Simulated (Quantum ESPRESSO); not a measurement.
# 2H-WS2, 2 layers, AA' stacking, stepped through the field along the normal, part 3 of 4

What law, if any, do the results for 2H-WS2, 2 layers, AA' stacking follow against the field along the normal?

Quantum ESPRESSO 7.5; plane-wave DFT, PBE, GBRV ultrasoft pseudopotentials.

So far. Step 2 (Relaxing cell and ions of the reference):  The last row is no step: it is a fresh SCF in the final cell with a new plane-wave basis, +2 meV from the row before.

## 5. Bands along a path, 0 V/Å

Bands along a path place the edges.

m0.bands.in

```
&control
  prefix = 'm0.bands'
  outdir = './out'
  pseudo_dir = './pseudo'
  calculation = 'bands'
  tefield = .true.
  dipfield = .true.
/
&system
  ibrav = 0
  nat = 6
  ntyp = 2
  ecutwfc = 40
  ecutrho = 200
  occupations = 'smearing'
  smearing = 'fd'
  degauss = 0.002
  edir = 3
  emaxpos = 0.97
  eopreg = 0.04
  eamp = 0.0
  nbnd = 32
/
&electrons
  conv_thr = 1e-07
  mixing_beta = 0.4
  electron_maxstep = 120
  mixing_mode = 'local-TF'
/
ATOMIC_SPECIES
  S   32.0600  s_pbe_v1.4.uspp.F.UPF
  W   183.8400  w_pbe_v1.2.uspp.F.UPF
CELL_PARAMETERS angstrom
  3.15870106900000 0.00000000000000 0.00000000000000
  -1.57935053400000 2.73551536900000 0.00000000000000
  0.00000000000000 0.00000000000000 27.15124046500000
ATOMIC_POSITIONS crystal
  S   0.333333333300 0.666666666700 0.329045400500
  W   0.000000000000 0.000000000000 0.387145221200
  S   0.333333333300 0.666666666700 0.445187150600
  S   0.000000000000 0.000000000000 0.554812849400
  W   0.333333333300 0.666666666700 0.612854778800
  S   0.000000000000 0.000000000000 0.670954599500
K_POINTS crystal_b
4
  0.0000000000 0.0000000000 0.0000000000 10
  0.5000000000 0.0000000000 0.0000000000 10
  0.3333333333 0.3333333333 0.0000000000 10
  0.0000000000 0.0000000000 0.0000000000 1
```

Started as:

```
> cp -r out/m0.scf.save out/m0.bands.save
> cp out/m0.scf.xml out/m0.bands.xml
> OMP_NUM_THREADS=1 mpirun -n 4 pw.x -nk 4 -in m0.bands.in > m0.bands.out
```

Log:

```text
[banner, memory and clock lines left out]
Program PWSCF v.7.5 starts

          URL

     Presently no symmetry can be used with electric field

     Atomic positions and unit cell read from directory:
     ./out/m0.bands.save/

     G-vector sticks info

     bravais-lattice index     =            0
     lattice parameter (alat)  =       5.9691  a.u.
     unit-cell volume          =    1583.1934 (a.u.)^3
     number of atoms/cell      =            6
     number of atomic types    =            2
     number of electrons       =        52.00
     number of Kohn-Sham states=           32
     kinetic-energy cutoff     =      40.0000  Ry
     charge density cutoff     =     200.0000  Ry
     Exchange-correlation= SLA  PW   PBE  PBE
                           (   1   4   3   4   0   0   0)

     celldm(1)=   5.969080  celldm(2)=   0.000000  celldm(3)=   0.000000
     celldm(4)=   0.000000  celldm(5)=   0.000000  celldm(6)=   0.000000

     crystal axes: (cart. coord. in units of alat)
               a(1) = (   1.000000   0.000000   0.000000 )
               a(2) = (  -0.500000   0.866025   0.000000 )
               a(3) = (   0.000000   0.000000   8.595698 )

     reciprocal axes: (cart. coord. in units 2 pi/alat)
               b(1) = (  1.000000  0.577350 -0.000000 )
               b(2) = (  0.000000  1.154701  0.000000 )
               b(3) = (  0.000000 -0.000000  0.116337 )

     PseudoPot. # 1 for S  read from file:
     ./pseudo/s_pbe_v1.4.uspp.F.UPF
     Pseudo is Ultrasoft + core correction, Zval =  6.0
     Generated by new atomic code, or converted to UPF format
     Using radial grid of  907 points,  6 beta functions with:
                l(1) =   0
                l(2) =   0
                l(3) =   1
                l(4) =   1
                l(5) =   2
                l(6) =   2
     Q(r) pseudized with  8 coefficients,  rinner =    1.300   1.300   1.300
                                                       1.300   1.300

     PseudoPot. # 2 for W  read from file:
     ./pseudo/w_pbe_v1.2.uspp.F.UPF
     Pseudo is Ultrasoft + core correction, Zval = 14.0
     Generated by new atomic code, or converted to UPF format
     Using radial grid of  923 points,  8 beta functions with:
                l(1) =   0
                l(2) =   0
                l(3) =   0
                l(4) =   1
                l(5) =   1
                l(6) =   2
                l(7) =   2
                l(8) =   3
     Q(r) pseudized with  6 coefficients,  rinner =    1.350   1.350   1.350
                                                       1.350   1.350   1.350
                                                       1.350

     atomic species   valence    mass     pseudopotential
     S                 6.00    32.06000     S ( 1.00)
     W                14.00   183.84000     W ( 1.00)

     No symmetry found

   Cartesian axes

     site n.     atom                  positions (alat units)
         1        S      tau(   1) = (   0.0000000   0.5773503   2.8283749  )
         2        W      tau(   2) = (   0.0000000   0.0000000   3.3277834  )
         3        S      tau(   3) = (   0.0000000   0.5773503   3.8266943  )
         4        S      tau(   4) = (   0.0000000   0.0000000   4.7690037  )
         5        W      tau(   5) = (   0.0000000   0.5773503   5.2679146  )
         6        S      tau(   6) = (   0.0000000   0.0000000   5.7673231  )

     number of k points=    31  Fermi-Dirac smearing, width (Ry)=  0.0020
                       cart. coord. in units 2pi/alat
        k(    1) = (   0.0000000   0.0000000   0.0000000), wk =   0.0645161
        k(    2) = (   0.0500000   0.0288675   0.0000000), wk =   0.0645161
        k(    3) = (   0.1000000   0.0577350   0.0000000), wk =   0.0645161
        k(    4) = (   0.1500000   0.0866025   0.0000000), wk =   0.0645161
        k(    5) = (   0.2000000   0.1154701   0.0000000), wk =   0.0645161
        k(    6) = (   0.2500000   0.1443376   0.0000000), wk =   0.0645161
        k(    7) = (   0.3000000   0.1732051   0.0000000), wk =   0.0645161
        k(    8) = (   0.3500000   0.2020726   0.0000000), wk =   0.0645161
        k(    9) = (   0.4000000   0.2309401   0.0000000), wk =   0.0645161
        k(   10) = (   0.4500000   0.2598076   0.0000000), wk =   0.0645161
        k(   11) = (   0.5000000   0.2886751   0.0000000), wk =   0.0645161
        k(   12) = (   0.4833333   0.3175426   0.0000000), wk =   0.0645161
        k(   13) = (   0.4666667   0.3464102   0.0000000), wk =   0.0645161
        k(   14) = (   0.4500000   0.3752777   0.0000000), wk =   0.0645161
        k(   15) = (   0.4333333   0.4041452   0.0000000), wk =   0.0645161
        k(   16) = (   0.4166667   0.4330127   0.0000000), wk =   0.0645161
        k(   17) = (   0.4000000   0.4618802   0.0000000), wk =   0.0645161
        k(   18) = (   0.3833333   0.4907477   0.0000000), wk =   0.0645161
        k(   19) = (   0.3666667   0.5196152   0.0000000), wk =   0.0645161
        k(   20) = (   0.3500000   0.5484828   0.0000000), wk =   0.0645161
        k(   21) = (   0.3333333   0.5773503   0.0000000), wk =   0.0645161
        k(   22) = (   0.3000000   0.5196152   0.0000000), wk =   0.0645161
        k(   23) = (   0.2666667   0.4618802   0.0000000), wk =   0.0645161
        k(   24) = (   0.2333333   0.4041452   0.0000000), wk =   0.0645161
        k(   25) = (   0.2000000   0.3464102   0.0000000), wk =   0.0645161
        k(   26) = (   0.1666667   0.2886751   0.0000000), wk =   0.0645161
        k(   27) = (   0.1333333   0.2309401   0.0000000), wk =   0.0645161
        k(   28) = (   0.1000000   0.1732051   0.0000000), wk =   0.0645161
        k(   29) = (   0.0666667   0.1154701   0.0000000), wk =   0.0645161
        k(   30) = (   0.0333333   0.0577350   0.0000000), wk =   0.0645161
        k(   31) = (   0.0000000   0.0000000   0.0000000), wk =   0.0645161

     Dense  grid:    75921 G-vectors     FFT dimensions: (  27,  27, 240)

     Smooth grid:    53787 G-vectors     FFT dimensions: (  25,  25, 216)

     The potential is recalculated from file :
     ./out/m0.bands.save/charge-density

     negative rho (up, down):  1.363E-01 0.000E+00

     Adding external electric field

     Computed dipole along edir(3) :
        Dipole                0.0000 Ry au,          0.0000 Debye
        Dipole field          0.0000 Ry au,

        Potential amp.       -0.0000 Ry
        Total length         49.2561 bohr

     Starting wfcs are   42 randomized atomic wfcs

     Band Structure Calculation
     Davidson diagonalization with overlap
     c_bands:  1 eigenvalues not converged

     ethr =  1.92E-10,  avg # of iterations = 53.8

     End of band structure calculation

[...]
k = 0.4500 0.2598 0.0000 (  6752 PWs)   bands (ev):

   -72.0573 -72.0573 -36.5006 -36.5006 -36.2647 -36.2642 -36.2327 -36.2324
   -10.8293 -10.7539 -10.5363 -10.4795  -4.6256  -4.4678  -3.3576  -3.1977
    -2.6733  -2.3261  -1.4533  -1.4058  -0.3449  -0.1898   0.6358   0.7425
     0.8410   0.9725   4.8295   4.8620   5.0830   5.2601   5.7850   6.2171

          k = 0.5000 0.2887 0.0000 (  6744 PWs)   bands (ev):

   -72.0568 -72.0568 -36.5092 -36.5090 -36.2629 -36.2625 -36.2347 -36.2344
   -10.7511 -10.6847 -10.5062 -10.4626  -4.7075  -4.5483  -3.4136  -3.2644
    -2.6846  -2.3413  -1.4853  -1.4376  -0.3461  -0.2254   0.6616   0.7728
     0.9259   1.0201   4.8858   4.9097   5.2341   5.3901   5.8041   6.2180

          k = 0.4833 0.3175 0.0000 (  6764 PWs)   bands (ev):

   -72.0568 -72.0568 -36.5080 -36.5078 -36.2627 -36.2623 -36.2375 -36.2373
   -10.7442 -10.6781 -10.5022 -10.4590  -4.6899  -4.5312  -3.4183  -3.2786
    -2.6807  -2.3381  -1.4861  -1.4562  -0.3462  -0.2155   0.5011   0.6087
     1.0268   1.1301   4.8847   4.8912   5.2396   5.4030   5.8420   6.2551

          k = 0.4667 0.3464 0.0000 (  6762 PWs)   bands (ev):

   -72.0566 -72.0566 -36.5042 -36.5041 -36.2622 -36.2618 -36.2448 -36.2447
   -10.7237 -10.6589 -10.4904 -10.4485  -4.6378  -4.4807  -3.4334  -3.3208
    -2.6691  -2.3287  -1.5033  -1.4863  -0.3485  -0.1922   0.2043   0.3150
     1.1557   1.2697   4.8413   4.8730   5.2596   5.4344   5.9509   6.2547

          k = 0.4500 0.3753 0.0000 (  6804 PWs)   bands (ev):

   -72.0564 -72.0564 -36.4985 -36.4984 -36.2615 -36.2612 -36.2569 -36.2569
   -10.6909 -10.6284 -10.4717 -10.4319  -4.5523  -4.3982  -3.4623  -3.3888
    -2.6497  -2.3137  -1.5599  -1.4820  -0.3604  -0.1727  -0.1443  -0.0273
     1.2588   1.3832   4.7663   4.8279   5.3032   5.4733   6.0007   6.1130

          k = 0.4333 0.4041 0.0000 (  6812 PWs)   bands (ev):

   -72.0561 -72.0561 -36.4903 -36.4903 -36.2728 -36.2728 -36.2604 -36.2601
   -10.6480 -10.5888 -10.4472 -10.4106  -4.4354  -4.2867  -3.5079  -3.4780
    -2.6224  -2.2952  -1.6063  -1.4705  -0.5496  -0.4148  -0.3544  -0.1512
     1.3464   1.4784   4.6665   4.7338   5.3681   5.5164   5.7500   6.1530

          k = 0.4167 0.4330 0.0000 (  6818 PWs)   bands (ev):

   -72.0558 -72.0558 -36.4802 -36.4801 -36.2919 -36.2917 -36.2590 -36.2587
   -10.5978 -10.5431 -10.4189 -10.3865  -4.2903  -4.1503  -3.5804  -3.5702
    -2.5875  -2.2783  -1.6307  -1.4573  -0.9295  -0.8009  -0.3868  -0.1626
     1.4329   1.5679   4.5392   4.5922   5.3718   5.5656   5.6100   5.9779

          k = 0.4000 0.4619 0.0000 (  6810 PWs)   bands (ev):

   -72.0554 -72.0554 -36.4681 -36.4679 -36.3127 -36.3126 -36.2577 -36.2575
   -10.5440 -10.4954 -10.3890 -10.3619  -4.1221  -3.9950  -3.6852  -3.6441
    -2.5471  -2.2727  -1.6345  -1.4950  -1.2432  -1.1727  -0.4232  -0.1964
     1.5291   1.6617   4.3855   4.4165   5.2202   5.6184   5.6794   5.8277

          k = 0.3833 0.4907 0.0000 (  6822 PWs)   bands (ev):

   -72.0551 -72.0551 -36.4546 -36.4545 -36.3346 -36.3346 -36.2566 -36.2565
   -10.4910 -10.4502 -10.3601 -10.3393  -3.9414  -3.8304  -3.7777  -3.7200
    -2.5081  -2.3023  -1.7221  -1.6733  -1.4515  -1.3167  -0.4625  -0.2524
     1.6376   1.7637   4.2155   4.2265   5.0690   5.6288   5.7693   5.7954

          k = 0.3667 0.5196 0.0000 (  6842 PWs)   bands (ev):

   -72.0548 -72.0548 -36.4402 -36.4401 -36.3563 -36.3562 -36.2555 -36.2555
   -10.4437 -10.4131 -10.3352 -10.3214  -3.8775  -3.7872  -3.7314  -3.6711
    -2.4871  -2.4134  -1.9225  -1.8730  -1.4797  -1.3126  -0.4930  -0.3244
     1.7495   1.8680   4.0484   4.0497   4.9604   5.5722   5.8261   5.8998

          k = 0.3500 0.5485 0.0000 (  6854 PWs)   bands (ev):

   -72.0546 -72.0546 -36.4262 -36.4261 -36.3752 -36.3750 -36.2549 -36.2549
   -10.4073 -10.3902 -10.3172 -10.3104  -3.9244  -3.8335  -3.5726  -3.5468
    -2.5833  -2.5077  -2.0195  -2.0069  -1.4254  -1.3227  -0.4983  -0.4014
     1.8412   1.9545   3.9167   3.9206   4.8986   5.5314   5.9021   5.9634

          k = 0.3333 0.5774 0.0000 (  6846 PWs)   bands (ev):

   -72.0545 -72.0545 -36.4188 -36.4188 -36.3843 -36.3840 -36.2545 -36.2545
   -10.3876 -10.3876 -10.3086 -10.3085  -3.9426  -3.8505  -3.4996  -3.4996
    -2.6688  -2.5355  -2.0407  -2.0407  -1.3637  -1.3637  -0.4663  -0.4663
     1.8786   1.9906   3.8683   3.8683   4.8796   5.5191   5.9608   5.9608

          k = 0.3000 0.5196 0.0000 (  6842 PWs)   bands (ev):

   -72.0549 -72.0549 -36.4353 -36.4352 -36.3595 -36.3594 -36.2559 -36.2558
   -10.4604 -10.4236 -10.3414 -10.3225  -3.8639  -3.7727  -3.6745  -3.6428
    -2.4022  -2.4009  -2.0786  -1.8897  -1.5140  -1.3086  -0.4715  -0.3010
     1.7314   1.8372   4.0438   4.0647   4.9342   5.5428   5.7416   5.9318

          k = 0.2667 0.4619 0.0000 (  6814 PWs)   bands (ev):

   -72.0560 -72.0560 -36.4453 -36.4451 -36.3225 -36.3225 -36.2598 -36.2596
   -10.6526 -10.5852 -10.4292 -10.3793  -3.8598  -3.7887  -3.5980  -3.5277
    -2.2787  -2.2522  -1.8459  -1.6238  -1.5969  -1.3482  -0.2671  -0.0675
     1.4433   1.5193   4.2378   4.4386   5.0321   5.4470   5.4709   5.7377

          k = 0.2333 0.4041 0.0000 (  6792 PWs)   bands (ev):

   -72.0579 -72.0579 -36.4357 -36.4357 -36.2857 -36.2857 -36.2668 -36.2666
   -10.9582 -10.8662 -10.5621 -10.4769  -3.8503  -3.7584  -3.1929  -3.1250
    -2.4487  -2.2642  -1.8458  -1.4923  -1.1999  -1.0979   0.0374   0.1686
     1.2132   1.2464   4.0713   4.5348   5.0876   5.2400   5.2476   5.6138

          k = 0.2000 0.3464 0.0000 (  6764 PWs)   bands (ev):

   -72.0606 -72.0606 -36.4061 -36.4061 -36.2764 -36.2763 -36.2514 -36.2513
   -11.3411 -11.2311 -10.7227 -10.6025  -3.7079  -3.5524  -2.7586  -2.6219
    -2.5837  -2.4010  -1.8692  -1.4828  -0.6858  -0.6631   0.3473   0.3645
     1.0878   1.0899   3.8063   4.2955   4.9686   5.0328   5.0809   5.4561

          k = 0.1667 0.2887 0.0000 (  6754 PWs)   bands (ev):

   -72.0638 -72.0638 -36.3602 -36.3600 -36.2880 -36.2880 -36.2211 -36.2210
   -11.7526 -11.6313 -10.8923 -10.7400  -3.6562  -3.2870  -2.7569  -2.6521
    -2.1401  -1.9706  -1.6749  -1.3503  -0.3230  -0.3164   0.4933   0.6086
     1.0516   1.0687   3.7214   4.1618   4.6933   4.8682   4.8701   5.2641

          k = 0.1333 0.2309 0.0000 (  6726 PWs)   bands (ev):

   -72.0672 -72.0672 -36.3040 -36.3038 -36.3002 -36.3001 -36.1957 -36.1956
   -12.1477 -12.0203 -11.0546 -10.8741  -3.9068  -3.3707  -2.4498  -2.4307
    -1.8205  -1.4288  -1.1450  -1.0038  -0.2679  -0.2525   0.5464   0.7852
     1.2121   1.2505   3.8538   4.2475   4.5417   4.7096   4.7215   5.0612

          k = 0.1000 0.1732 0.0000 (  6732 PWs)   bands (ev):

   -72.0704 -72.0704 -36.3117 -36.3116 -36.2465 -36.2464 -36.1759 -36.1758
   -12.4907 -12.3606 -11.1954 -10.9922  -4.2505  -3.6910  -1.9480  -1.9274
    -1.5211  -0.9916  -0.5465  -0.4783  -0.4392  -0.4300   0.5353   0.8555
     1.4298   1.6450   4.1269   4.4367   4.5868   4.6596   4.7077   4.8990

          k = 0.0667 0.1155 0.0000 (  6714 PWs)   bands (ev):

   -72.0730 -72.0730 -36.3213 -36.3210 -36.1964 -36.1964 -36.1617 -36.1615
   -12.7548 -12.6239 -11.3039 -11.0840  -4.5473  -3.9835  -1.4278  -1.4137
    -1.1995  -0.6645  -0.6534  -0.5469  -0.0422  -0.0027   0.4844   0.8143
     1.5654   2.0213   4.4979   4.6350   4.6918   4.7614   4.8230   4.8576

          k = 0.0333 0.0577 0.0000 (  6666 PWs)   bands (ev):

   -72.0748 -72.0748 -36.3275 -36.3269 -36.1622 -36.1621 -36.1531 -36.1529
   -12.9209 -12.7900 -11.3722 -11.1421  -4.7424  -4.1780  -1.0282  -1.0185
    -0.9230  -0.8199  -0.8112  -0.0873   0.2619   0.2933   0.4216   0.6442
     1.6105   2.2572   4.8087   4.8248   4.8601   4.8607   4.9057   4.9745

          k = 0.0000 0.0000 0.0000 (  6679 PWs)   bands (ev):

   -72.0754 -72.0754 -36.3298 -36.3292 -36.1504 -36.1504 -36.1501 -36.1501
   -12.9776 -12.8467 -11.3955 -11.1619  -4.8100  -4.2458  -0.8752  -0.8752
    -0.8671  -0.8671  -0.8069   0.3048   0.3599   0.3599   0.3896   0.3896
     1.6171   2.3316   4.8595   4.8595   4.8748   4.8748   4.9602   4.9602

     XML data file, pseudopotentials, collected wavefunctions

                                        0.00s GPU  (     524 calls)
```

The job ended after 44 s (4 MPI ranks of Arm Neoverse V1, shared host; peak memory 0.42 GiB).

Band numbers count within the set of bands kept for display. The electronic bands at the labelled points (eV, zero at the highest filled level of the SCF mesh; v1 is the highest filled band, c1 the lowest empty one):

```csv
point,v4,v3,v2,v1,c1,c2,c3,c4
Γ,-1.94,-1.94,-0.71,0.00,2.53,2.53,2.54,2.54
halfway,-2.27,-1.90,-1.33,-1.26,1.73,2.12,2.17,2.24
M,-1.67,-1.56,-1.41,-1.31,2.55,2.58,2.90,3.06
halfway,-2.72,-2.49,-0.90,-0.76,2.21,2.26,3.04,3.23
K,-2.80,-2.80,-0.45,-0.34,1.54,1.54,2.55,3.19
halfway,-1.84,-1.72,-1.28,-1.26,1.39,1.83,2.36,2.54
Γ,-1.94,-1.94,-0.71,0.00,2.53,2.53,2.54,2.54
```

Along this path the valence top lies at Γ and the conduction bottom between K and Γ.

## 6. Ground state, 0.05 V/Å

m1.scf.in

```
&control
  prefix = 'm1.scf'
  outdir = './out'
  pseudo_dir = './pseudo'
  calculation = 'scf'
  tprnfor = .true.
  tefield = .true.
  dipfield = .true.
/
&system
  ibrav = 0
  nat = 6
  ntyp = 2
  ecutwfc = 40
  ecutrho = 200
  occupations = 'smearing'
  smearing = 'fd'
  degauss = 0.002
  edir = 3
  emaxpos = 0.97
  eopreg = 0.04
  eamp = 0.00097235
  nbnd = 32
/
&electrons
  conv_thr = 1e-09
  mixing_beta = 0.4
  electron_maxstep = 120
  mixing_mode = 'plain'
  startingpot = 'file'
/
ATOMIC_SPECIES
  S   32.0600  s_pbe_v1.4.uspp.F.UPF
  W   183.8400  w_pbe_v1.2.uspp.F.UPF
CELL_PARAMETERS angstrom
  3.15870106900000 0.00000000000000 0.00000000000000
  -1.57935053400000 2.73551536900000 0.00000000000000
  0.00000000000000 0.00000000000000 27.15124046500000
ATOMIC_POSITIONS crystal
  S   0.333333333300 0.666666666700 0.329045400500
  W   0.000000000000 0.000000000000 0.387145221200
  S   0.333333333300 0.666666666700 0.445187150600
  S   0.000000000000 0.000000000000 0.554812849400
  W   0.333333333300 0.666666666700 0.612854778800
  S   0.000000000000 0.000000000000 0.670954599500
K_POINTS automatic
  12 12 1 0 0 0
```

Started as:

```
> cp -r out/m0.scf.save out/m1.scf.save
> OMP_NUM_THREADS=1 mpirun -n 4 pw.x -nk 4 -in m1.scf.in > m1.scf.out
```

Log:

```text
[banner, memory and clock lines left out]
Program PWSCF v.7.5 starts
[...]
number of electrons       =        52.00
     number of Kohn-Sham states=           32
     kinetic-energy cutoff     =      40.0000  Ry
     charge density cutoff     =     200.0000  Ry
[...]
number of k points=    74  Fermi-Dirac smearing, width (Ry)=  0.0020
[...]
Dense  grid:    75921 G-vectors     FFT dimensions: (  27,  27, 240)
[...]
The initial density is read from file :
[...]
negative rho (up, down):  1.363E-01 0.000E+00
[...]
Starting wfcs are   42 randomized atomic wfcs
[...]
negative rho (up, down):  1.365E-01 0.000E+00
[...]
estimated scf accuracy    <       0.00411920 Ry
[...]
negative rho (up, down):  1.365E-01 0.000E+00
[...]
estimated scf accuracy    <       0.04411462 Ry
[...]
negative rho (up, down):  1.365E-01 0.000E+00
[...]
estimated scf accuracy    <       0.00009559 Ry
[...]
negative rho (up, down):  1.364E-01 0.000E+00
[...]
estimated scf accuracy    <       0.00001844 Ry
[...]
negative rho (up, down):  1.364E-01 0.000E+00
[...]
estimated scf accuracy    <       0.00000942 Ry
[...]
negative rho (up, down):  1.364E-01 0.000E+00
[...]
estimated scf accuracy    <       0.00000280 Ry
[...]
negative rho (up, down):  1.364E-01 0.000E+00
[...]
estimated scf accuracy    <       0.00000037 Ry
[...]
negative rho (up, down):  1.364E-01 0.000E+00
[...]
estimated scf accuracy    <       0.00000049 Ry
[...]
negative rho (up, down):  1.363E-01 0.000E+00
[...]
estimated scf accuracy    <       0.00000007 Ry
[...]
negative rho (up, down):  1.363E-01 0.000E+00
[...]
estimated scf accuracy    <       0.00000001 Ry
[...]
negative rho (up, down):  1.363E-01 0.000E+00
[...]
estimated scf accuracy    <          3.9E-09 Ry
[...]
negative rho (up, down):  1.363E-01 0.000E+00
[...]
Computed dipole along edir(3) :
        Dipole                0.0465 Ry au,          0.1182 Debye
        Dipole field          0.0004 Ry au,
        E field amplitude [Ha a.u.]:  9.7235E-04
        Potential amp.        0.0594 Ry
        Total length         49.2561 bohr
[...]
the Fermi energy is     3.1157 ev
!    total energy              =    -415.02446982 Ry
     estimated scf accuracy    <          4.5E-10 Ry
     smearing contrib. (-TS)   =      -0.00000000 Ry
     internal energy E=F+TS    =    -415.02446982 Ry
[...]
one-electron contribution =   -3322.41702827 Ry
     hartree contribution      =    1665.41616244 Ry
     xc contribution           =    -116.44938688 Ry
     ewald contribution        =    1358.42585616 Ry
     electric field correction =      -0.00007327 Ry
     convergence has been achieved in  12 iterations
     negative rho (up, down):  1.363E-01 0.000E+00
[...]
Total force =     0.007421     Total SCF correction =     0.000151
[...]
```

Run time: 2.1 min. Hardware: 4 MPI ranks; peak memory 1 GiB.

This step gave:

* free energy: -5646.6956 eV
* Fermi energy: 3.116 eV
* dipole along the normal: 0.02461 e·Å
* valence top, on the run's zero: 2.341 eV
* conduction bottom, on the run's zero: 3.729 eV
* gap by band count: 1.388 eV

(Part 3 of 4 ends here.)

[Logs are printed without paths, hosts, clocks, repeated set-up lines and the standing remarks that a program may print on its own settings, such as how far it seeks lower states.]

[Hosts, paths, dates, database ids (printed as entryN), source tags and the programs' standing remarks are cut or masked in the printed files.]

[Maps of the electrostatic potential energy from Ansatz leave out the sawtooth potential of an applied field or a dipole correction, so their vacuum need not be flat; planar profiles and work functions include it.]
